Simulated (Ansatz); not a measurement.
Level of theory: DFT PBE, scalar-relativistic, plane waves, PAW (Ansatz). Settings: cutoff 420 eV, Γ-centred meshes spaced at most about 0.3 Å⁻¹ (2π included), Gaussian smearing. No spin polarisation.

These are static total energies at zero pressure. Both are relaxed sheets, periodic along a and b.

Two relaxed structures of SrO:

A.

```cif
data_structure
_symmetry_space_group_name_H-M 'P 1'
_symmetry_Int_Tables_number 1
_cell_length_a 4.8930
_cell_length_b 4.8930
_cell_length_c 30.4169
_cell_angle_alpha 90.000
_cell_angle_beta 90.000
_cell_angle_gamma 90.000
_cell_volume 728.22
loop_
_atom_site_label
_atom_site_type_symbol
_atom_site_fract_x
_atom_site_fract_y
_atom_site_fract_z
_atom_site_occupancy
Sr1 Sr 0.00000 0.00000 0.29589 1
Sr2 Sr 0.50000 0.50000 0.29589 1
O1 O 0.50000 0.00000 0.30499 1
O2 O 0.00000 0.50000 0.28678 1
```

B.

```cif
data_structure
_symmetry_space_group_name_H-M 'P 1'
_symmetry_Int_Tables_number 1
_cell_length_a 4.0489
_cell_length_b 4.0489
_cell_length_c 35.8034
_cell_angle_alpha 90.000
_cell_angle_beta 90.000
_cell_angle_gamma 120.000
_cell_volume 508.30
loop_
_atom_site_label
_atom_site_type_symbol
_atom_site_fract_x
_atom_site_fract_y
_atom_site_fract_z
_atom_site_occupancy
Sr1 Sr 0.00000 0.00000 0.18457 1
Sr2 Sr 0.00000 0.00000 0.37404 1
O1 O 0.33333 0.66667 0.18455 1
O2 O 0.33333 0.66667 0.37406 1
```

**Question.** Which form is favoured at zero pressure, and by what margin per atom?

**Answer.** A is lower, by 64 meV/atom. A has layer group p4/nmm (No. 64), 6.0 Å²/atom and a gap of 1.98 eV on its mesh; B has layer group p-6m2 (No. 78), 3.5 Å²/atom and a gap of 1.57 eV. Counting O atoms around Sr (those within 1.25 times the shortest such distance or 1.15 times the sum of covalent radii), A has Sr 4 and B has Sr 3. Both come from invented guesses.

Kohn–Sham gaps at this level usually fall short of measured ones. Cells relaxed within their symmetry can be saddle points.
